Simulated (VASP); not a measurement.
FeS2 (Marcasite):

```xyz
6
Lattice="4.4400 0.0000 0.0000 0.0000 5.3900 0.0000 0.0000 0.0000 3.3700" Properties=species:S:1:pos:R:3 pbc="T T T"
Fe    0.0000    0.0000    0.0000
Fe    2.2200    2.6950    1.6850
S     0.9013    2.0212    0.0000
S     1.3187    4.7162    1.6850
S     3.5387    3.3687    0.0000
S     3.1213    0.6737    1.6850
```

Base run:

| Quantity | Value |
| --- | --- |
| Program | VASP 6.6.1 |
| Functional | PBE |
| Potentials or basis | VASP PAW PBE potentials, release 64 (Fe, S) |
| Cutoff | 420 eV |
| k mesh | 6 × 5 × 8 |
| Occupations | gaussian, width 0.02 eV |
| Spin | no spin polarisation |
| Hubbard terms | Fe d U = 2 eV |

Its results: band gap on the k mesh 1.25 eV, indirect (least direct gap 1.64 eV); pressure 2.4 GPa; largest force 0.328 eV/Å.

After a change of settings the same cell gave: band gap on the k mesh 1.33 eV, indirect (least direct gap 1.90 eV); pressure 5.3 GPa; largest force 0.818 eV/Å. Which change was it?
A. functional from PBE to SCAN; hubbard terms from Fe d U = 2 eV to none
B. hubbard terms from Fe d U = 2 eV to Fe d U = 4 eV
C. hubbard terms from Fe d U = 2 eV to none
D. hubbard terms from Fe d U = 2 eV to none; further incar settings from ALGO = Normal; EDIFF = 1e-06; NBANDS = 29 to ALGO = Normal; EDIFF = 1e-06; NBANDS = 68

B.

Caveats: an odd mesh through Γ misses points on the zone boundary, where band edges often lie.
